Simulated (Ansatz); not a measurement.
**WSi$_{2}$: strain energy, fitted**

WSi$_{2}$, I4/mmm, a = 3.211 Å, c = 7.805 Å. Ansatz: r2SCAN, PAW, 500 eV, Γ-centred 12×12×6 mesh on 6 atoms, Gaussian smearing 0.10 eV; no spin polarisation. Series: biaxial strain in the a-b plane, c and atoms relaxed; x is the strain in per cent. y is the free energy over the unstrained cell, V0 = 13.414 Å³/atom.

| x (%) | y (meV/atom) |
| --- | --- |
| -4.5 | ? |
| -3.0 | 43.05 |
| -1.5 | 10.43 |
| 0.0 | 0.00 |
| 1.5 | 9.71 |
| 3.0 | 37.49 |
| 4.5 | 81.35 |

Problem. Fit y = c2 x² + c3 x³ to the other rows, turn c2 into a modulus, and predict the missing energy.

Solution. Least squares on the rows shown. y = 4.4762 x² − 0.10214 x³. In eV per unit strain² c2 is 44.76; M is the biaxial modulus (E = M V0 ε²): 44.76 × 160.2 / (13.414) = 535 GPa. At x = -4.5 the fit asked for gives 99.95 meV/atom. The run gave 99.94 meV/atom, so the fit is 0.01 meV/atom too high, within the rms miss on the fitted rows (0.02 meV/atom).

Spin–orbit coupling is left out, which can shift energies with elements as heavy as these.